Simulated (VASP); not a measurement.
# Pd (P6_3/mmc) in VASP: further runs

One crystal, Pd, is run at these levels: PBE; tasks: single point.

All numbers are computed with VASP 6.6.1; they aren't measurements. Logs are shortened: lines on timing, memory, paths and dates and some standing lists are left out, and cuts for length are marked.

## 1. The crystal as given

It takes space group P6_3/mmc (No. 194, hexagonal). Conventional cell: a = 2.784 Å, b = 2.784 Å, c = 4.629 Å, α = 90.00°, β = 90.00°, γ = 120.00°. Pd (site symmetry -6m2) is surrounded by 12 Pd at 2.78 to 2.82 Å.

This isn't the form of Pd at room conditions, which is fcc.

## 2. Single point, PBE

File INCAR:

```
SYSTEM = Pd
PREC = Accurate ; ENCUT = 400
EDIFF = 1E-6 ; ISMEAR = -1
SIGMA = 0.2 ; LREAL = .FALSE.
LASPH = .TRUE. ; NELM = 100
ALGO = Normal ; ISIF = 2
LWAVE = .FALSE. ; LCHARG = .FALSE.
GGA = PE ; ADDGRID = .FALSE.
```

File KPOINTS:

```
Automatic mesh
0
G
  20 20 11
  0 0 0
```

File POSCAR:

```
Pd
1.0
    2.7836650458      0.0000000000      0.0000000000
   -1.3918325229      2.4107246453      0.0000000000
    0.0000000000      0.0000000000      4.6288930000
Pd
2
Direct
    0.3690330000      0.6707680000      0.2457130000
    0.7034100000      0.3270270000      0.7475630000
```

Potentials or basis: VASP PAW PBE potentials, release 64 (Pd).

Launch:

```bash
> cat potpaw_PBE.64/Pd/POTCAR > POTCAR
> mpirun -np 1 vasp_std > vasp.out
```

OUTCAR:

```text
SYSTEM = Pd
   PREC = Accurate
   ENCUT = 400
   EDIFF = 1E-6
   ISMEAR = -1
   LREAL = .FALSE.
   LASPH = .TRUE.
   NELM = 100
   ISIF = 2
   GGA = PE

 Found   2202 irreducible k-points:

 Following reciprocal coordinates:
            Coordinates               Weight
  0.000000  0.000000  0.000000      1.000000
  0.050000  0.000000  0.000000      2.000000
  0.000000  0.050000  0.000000      2.000000
 -0.050000  0.050000  0.000000      2.000000
  0.100000  0.000000  0.000000      2.000000
  0.000000  0.100000  0.000000      2.000000
   k-points           NKPTS =   2202   k-points in BZ     NKDIM =   2202   number of bands    NBANDS=     14
   number of dos      NEDOS =    301   number of ions     NIONS =      2
   total plane-waves  NPLWV =   9720
   dimension x,y,z NGX =    18 NGY =   18 NGZ =   30
   dimension x,y,z NGXF=    36 NGYF=   36 NGZF=   60
   ions per type =               2
   NGX,Y,Z   is equivalent  to a cutoff of  10.75, 10.75, 10.77 a.u.
   NGXF,Y,Z  is equivalent  to a cutoff of  21.50, 21.50, 21.55 a.u.
 SYSTEM =  Pd
   PREC   = accura    normal or accurate (medium, high low for compatibility)
   ISTART =      0    job   : 0-new  1-cont  2-samecut
   ICHARG =      2    charge: 1-file 2-atom 10-const
   ISPIN  =      1    spin polarized calculation?
   LNONCOLLINEAR =      F non collinear calculations
   LSORBIT =      F    spin-orbit coupling
   LASPH  =      T    aspherical Exc in radial PAW
   ENCUT  =  400.0 eV  29.40 Ry    5.42 a.u.   4.54  4.54  7.55*2*pi/ulx,y,z
   NELM   =    100;   NELMIN=  2; NELMDL= -5     # of ELM steps
   EDIFF  = 0.1E-05   stopping-criterion for ELM
   LREAL  =      F    real-space projection
   EDIFFG = 0.1E-04   stopping-criterion for IOM
   NSW    =      0    number of steps for IOM
   IBRION =     -1    ionic relax: 0-MD 1-quasi-New 2-CG
   NFREE  =      0    steps in history (QN), initial steepest desc. (CG)
   ISIF   =      2    stress and relaxation
   ISYM   =      2    0-nonsym 1-usesym 2-fastsym
   POTIM  = 0.5000    time-step for ionic-motion
   TEBEG  =    0.0;   TEEND  =   0.0 temperature during run
   PSTRESS=    0.0 pullay stress
   NELECT =      20.0000    total number of electrons
   NUPDOWN=      -1.0000    fix difference up-down
   EMIN   =  10.00;   EMAX   =-10.00  energy-range for DOS
   EFERMI =   0.00;   METHOD = LEGACY
   ISMEAR =    -1;   SIGMA  =   0.20  broadening in eV -4-tet -1-fermi 0-gaus
   EFERMI_NEDOS =   21; number of points for ismear=-14 and -15
   IALGO  =     38    algorithm
   IMIX   =      4    mixing-type and parameters
     AMIX     =   0.40;   BMIX     =  1.00
     AMIX_MAG =   1.60;   BMIX_MAG =  1.00
  volume/ion in A,a.u.               =      15.53       104.81
  Fermi-wavevector in a.u.,A,eV,Ry     =   1.413636  2.671385 27.189429  1.998367
  Thomas-Fermi vector in A             =   2.535261
   LORBIT       =      0    0 simple, 1 ext, 2 COOP (PROOUT), +10 PAW based schemes
   GGA     = PE    functional components
   LHFCALC =     F    Hartree Fock is set to
   AEXX    =    0.0000 exact exchange contribution
   IVDW    =     0    specifies the selected vdW correction
   LEPSILON=     F    determine dielectric tensor
   LRPA    =     F    only Hartree local field effects (RPA)
 non-spin polarized calculation
  energy-cutoff  :      400.00
  volume of cell :       31.06
 maximum number of plane-waves:       586
   NGX =  9   NGY =  9   NGZ = 15

 number of electron      20.0000000 magnetization

 Free energy of the ion-electron system (eV)
  ---------------------------------------------------
  ext. energy  EPLUGINS =         0.00000000
  ---------------------------------------------------
  free energy    TOTEN  =       -10.62494505 eV

  energy without entropy =      -10.21450958  energy(sigma->0) =      -10.41972731

 E-fermi :   9.0451     XC(G=0): -12.8642

 val. band max:        9.0448575555   @ k =  -0.0500  -0.4500  -0.2727
 cond. band min:       9.0466093395   @ k =  -0.4500  -0.0500   0.3636
 fundamental gap:      0.0017517840
 Fermi energy:         9.0450876755

 k-point     1 :       0.0000    0.0000    0.0000
  band No.  band energies     occupation
      1       2.1888      2.00000
      2       4.0197      2.00000
      3       6.2209      2.00000
      4       6.4140      2.00000
      5       6.4349      2.00000
      6       6.7388      1.99998
      7       6.7654      1.99998
      8       7.3255      1.99963
      9       7.4264      1.99939
     10       8.6560      1.74988
     11       8.7509      1.62635
     12       9.9139      0.02564
     13      15.5892      0.00000
     14      26.0145      0.00000

 k-point     2 :       0.0500    0.0000    0.0000
  band No.  band energies     occupation
      1       2.2676      2.00000
      2       4.0760      2.00000
      3       6.1727      2.00000
      4       6.4589      2.00000
      5       6.4812      1.99999
      6       6.7244      1.99998
      7       6.8018      1.99997
      8       7.2808      1.99970
      9       7.3841      1.99951
     10       8.3364      1.94379
     11       8.7180      1.67381
     12      10.3758      0.00258
     13      15.5921      0.00000
     14      26.0334      0.00000

 k-point     3 :       0.0000    0.0500    0.0000
  band No.  band energies     occupation
      1       2.2676      2.00000
      2       4.0764      2.00000
      3       6.1698      2.00000
      4       6.4554      2.00000
      5       6.4851      1.99999
      6       6.7393      1.99998
      7       6.7889      1.99997
      8       7.2745      1.99971
      9       7.3904      1.99949
     10       8.3646      1.93555
     11       8.6827      1.71922
     12      10.3831      0.00248
     13      15.5920      0.00000
     14      26.0261      0.00000

 k-point     4 :      -0.0500    0.0500    0.0000
  band No.  band energies     occupation
      1       2.2675      2.00000
      2       4.0753      2.00000
      3       6.1764      2.00000
      4       6.4650      2.00000
      5       6.4744      1.99999
      6       6.7126      1.99998
      7       6.8114      1.99997
      8       7.2936      1.99969
      9       7.3706      1.99954
     10       8.3057      1.95161
     11       8.7595      1.61319
     12      10.3655      0.00271
     13      15.5923      0.00000
     14      26.0428      0.00000

 k-point     5 :       0.1000    0.0000    0.0000
  band No.  band energies     occupation
      1       2.4986      2.00000
      2       4.2337      2.00000
      3       6.0553      2.00000
      4       6.5428      1.99999
      5       6.6290      1.99999
      6       6.6824      1.99999
      7       6.9394      1.99995
      8       7.1016      1.99988
      9       7.2704      1.99972
     10       7.8169      1.99570
     11       8.7519      1.62482
     12      11.2245      0.00004
     13      15.6039      0.00000
     14      25.8766      0.00000

 k-point     6 :       0.0000    0.1000    0.0000
  band No.  band energies     occupation
      1       2.4989      2.00000
      2       4.2357      2.00000
      3       6.0483      2.00000
      4       6.5291      1.99999
      5       6.6355      1.99999
      6       6.7059      1.99998
      7       6.9281      1.99995
      8       7.0879      1.99989
      9       7.2919      1.99969
     10       7.8264      1.99549
     11       8.7229      1.66703
     12      11.2370      0.00003
     13      15.6036      0.00000
     14      25.8475      0.00000

 [... further k-points ...]
[... 5 lines left out ...]
  --------------------------------------------------------------------------------------
  -------------------------------------------------------------------------------------
  Total       -0.1696157     -0.0848552     -0.3540566      0.0286340     -0.0025744      0.0015602
  in kB       -8.7485239     -4.3767030    -18.2617134      1.4768985     -0.1327837      0.0804724
  external PRESSURE =     -10.4623134 kB  Pullay stress =       0.0000000 kB

 VOLUME and BASIS-vectors are now :
 -----------------------------------------------------------------------------
  energy-cutoff  :      400.00
  volume of cell :       31.06
      direct lattice vectors                 reciprocal lattice vectors
     2.783665046  0.000000000  0.000000000     0.359238624  0.207406516  0.000000000
    -1.391832523  2.410724645  0.000000000     0.000000000  0.414813032  0.000000000
     0.000000000  0.000000000  4.628893000     0.000000000  0.000000000  0.216034374

 POSITION                                       TOTAL-FORCE (eV/Angst)
 -----------------------------------------------------------------------------------
      0.09367      1.61704      1.13738         0.020872     -0.033164      0.065873
      1.50289      0.78837      3.46039        -0.020872      0.033164     -0.065873
 -----------------------------------------------------------------------------------
    total drift:                               -0.000018     -0.000004      0.000093

  FREE ENERGIE OF THE ION-ELECTRON SYSTEM (eV)
  ---------------------------------------------------
  free  energy   TOTEN  =       -10.6249450456 eV

  energy  without entropy=      -10.2145095783  energy(sigma->0) =      -10.41972731
```

Wall time 3.1 min (1 thread of AMD EPYC 9R45 (Zen 5), shared host); peak memory 0.6 GiB.

These settings aren't checked as converged: the numbers below hold their error.

What came out:

```yaml
Free_energy: -10.6249 eV
Pressure: -1.0 GPa
Largest_force: 0.077 eV/Å
Band_gap_on_the_k_mesh: none (metal or under the smearing width)
```

## 3. Single point, PBE

Edit INCAR of step 2 so:

```diff
@@ -3,3 +3,3 @@
 EDIFF = 1E-6 ; ISMEAR = -1
-SIGMA = 0.2 ; LREAL = .FALSE.
+SIGMA = 0.4 ; LREAL = .FALSE.
 LASPH = .TRUE. ; NELM = 100
```

KPOINTS is that of step 2.

File POSCAR:

```
Pd
1.0
    2.7836650458      0.0000000000      0.0000000000
   -1.3918325229      2.4107246453      0.0000000000
    0.0000000000      0.0000000000      4.6288930000
Pd
2
Direct
    0.3333333333      0.6666666667      0.2500000000
    0.6666666667      0.3333333333      0.7500000000
```

Potentials or basis: VASP PAW PBE potentials, release 64 (Pd).

Launch:

```bash
> cat potpaw_PBE.64/Pd/POTCAR > POTCAR
> mpirun -np 1 vasp_std > vasp.out
```

Wall time 26 s (1 thread of AMD EPYC 9R45 (Zen 5), shared host); peak memory 0.15 GiB.

These settings aren't checked as converged: the numbers below hold their error.

Results:

- Free energy: -11.1293 eV
- Pressure: 0.7 GPa
- Band gap on the k mesh: none (metal or under the smearing width)

## 4. Single point, PBE

INCAR is that of step 3.

KPOINTS is that of step 3.

File POSCAR:

```
Pd
1.0
    2.7836650458      0.0000000000      0.0000000000
   -1.3918325229      2.4107246453      0.0000000000
    0.0000000000      0.0000000000      4.6288930000
Pd
2
Direct
    0.3690330000      0.6707680000      0.2457130000
    0.7034100000      0.3270270000      0.7475630000
```

Launch:

```bash
> cat potpaw_PBE.64/Pd/POTCAR > POTCAR
> mpirun -np 1 vasp_std > vasp.out
```

Wall time 3.3 min (1 thread of AMD EPYC 9R45 (Zen 5), shared host); peak memory 0.61 GiB.

The run converged, but some of its settings lie outside the range that counts as converged, so its numbers aren't taken as properties of the crystal.

Results:

```
Free energy            : -11.1284 eV
Pressure               : 0.7 GPa
Largest force          : 0.078 eV/Å
Band gap on the k mesh : none (metal or under the smearing width)
```

## 5. The reference run

An earlier run on the cell as given: functional PBEsol; potentials or basis VASP PAW PBE potentials, release 64 (Pd); cutoff 520 eV; k mesh 11 × 11 × 6; occupations fermi-dirac, width 0.05 eV; no spin polarisation.

* Pressure: -10.6 GPa
* Band gap on the k mesh: none (metal or under the smearing width)
